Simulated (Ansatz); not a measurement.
Crystal: PtS2.

```
CELL_PARAMETERS angstrom
3.54320 0.00000 0.00000
-1.77160 3.06850 0.00000
0.00000 0.00000 5.03880
ATOMIC_POSITIONS crystal
Pt 0.00000 0.00000 0.00000
S 0.66667 0.33333 0.77300
S 0.33333 0.66667 0.22700
```

Program: Ansatz 0.2.0. Alike in all runs: task single point; potentials or basis Ansatz PAW; no spin polarisation; cell as given; k mesh 5 × 5 × 3; cutoff (eV) 500; smearing fermi-dirac 0.05 eV.

Order these runs on this cell by their band gap on the k mesh, lowest first.
A. level r2SCAN0; share of exact exchange 0.25
B. level r2SCAN0 form with a typed share of exact exchange; share of exact exchange 0.1
C. level r2SCAN0 form with a typed share of exact exchange; share of exact exchange 0.35
D. level r2SCAN0 form with a typed share of exact exchange; share of exact exchange 0.15
E. level r2SCAN0 form with a typed share of exact exchange; share of exact exchange 0

E (1.48 eV), B (1.95 eV), D (2.19 eV), A (2.69 eV), C (3.19 eV).

Caveats: odd divisions of the mesh miss points on the zone boundary, where band edges often lie, so the gap on the mesh can be too wide; spin-orbit coupling is left out, which moves the levels of the heavy elements; forces of over 1 eV/Å show positions far from the minimum, so gaps and moduli don't describe the material at rest (some runs).

A k mesh can miss the band edges.

Runs at the PBE level aren't shown here.
